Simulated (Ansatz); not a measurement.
HfC:

```xyz
4
Lattice="3.3429 0.0000 0.0000 -1.6714 2.8950 0.0000 0.0000 0.0000 5.2027" Properties=species:S:1:pos:R:3 pbc="T T T"
Hf    0.0000    1.9300    1.3007
Hf    1.6714    0.9650    3.9020
C     0.0000    0.0000    2.6014
C     0.0000    0.0000    0.0000
```

The cell comes from a database or a generator and needn't be the stable form of this composition.

Base run:

| Item | Value |
| --- | --- |
| Program | Ansatz 0.2.0 |
| Functional | PBEsol |
| Potentials or basis | all-electron PAW datasets made for the crystal |
| Cutoff | 400 eV |
| Density cutoff | 1600 eV |
| k mesh | 9 × 9 × 5 |
| Occupations | fermi-dirac, width 0.05 eV |
| Spin | no spin polarisation |

Its results: pressure -7.3 GPa.

After a change of settings the same cell gave: pressure -12.5 GPa. Which change was it?
A. potentials or basis from all-electron PAW datasets made for the crystal to all-electron LAPW, inner shells corrected to Dirac's equation; cutoff from 400 eV to 278 eV; density cutoff from 1600 eV to 1110 eV
B. potentials or basis from all-electron PAW datasets made for the crystal to all-electron LAPW, non-relativistic; cutoff from 400 eV to 275 eV; density cutoff from 1600 eV to 1100 eV
C. functional from PBEsol to LDA; potentials or basis from all-electron PAW datasets made for the crystal to all-electron LAPW, scalar-relativistic; cutoff from 400 eV to 278 eV; density cutoff from 1600 eV to 1111 eV
D. potentials or basis from all-electron PAW datasets made for the crystal to all-electron LAPW, scalar-relativistic; cutoff from 400 eV to 302 eV; density cutoff from 1600 eV to 1207 eV

C.

Not every run made on this cell is shown here.
